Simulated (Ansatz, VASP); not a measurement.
# One calculation of CuO, two programs

```
Cu O
1.0
     2.55255    0.00000    0.00000
     0.00000    2.55255    0.00000
     0.00000    0.00000    2.55255
Cu O
1 1
Direct
  0.00000 0.00000 0.00000
  0.50000 0.50000 0.50000
```

Alike in both runs: task single point; functional PBEsol; k mesh 7 × 7 × 7; occupations gaussian, width 0.05 eV; collinear spin; Hubbard terms Cu d U = 4.0 eV.

|  | VASP | Ansatz |
| --- | --- | --- |
| version | VASP 6.6.1 | Ansatz 0.2.0 |
| potentials or method | VASP PAW PBE potentials, release 64 (Cu, O) | scalar-relativistic, plane waves, PAW |
| plane-wave cutoff (eV) | 520 | 420 |
| valence electrons in the cell | 17 | 25 |

|  | VASP | Ansatz | Ansatz less VASP |
| --- | --- | --- | --- |
| gap on the k mesh at the Fermi level (eV) | none | none | - |
| pressure (GPa) | 7.5 | 15.0 | +7.42 |
| net moment per atom (μB) | 0.50 | 0.50 | 0.000 |
| size of the moment on the site where the two differ most (μB) | 0.55 | 0.63 | +0.080 |

Site moments also hang on the region over which each program counts them. The programs project onto different local orbitals, so the same U acts differently. A gap of «none» marks a metal or a gap that the smearing closes. The two sets of potentials don't hold the same shells in valence. Ansatz warned: «filled_band_counts_differ_across_k_points».

Caveats: the PAW data sets were made with another functional, which shifts forces and pressure a little (VASP); a cell with one magnetic atom can't hold antiferromagnetic order, which such compounds often take. The state reached can hang on the start; a lower one may exist.
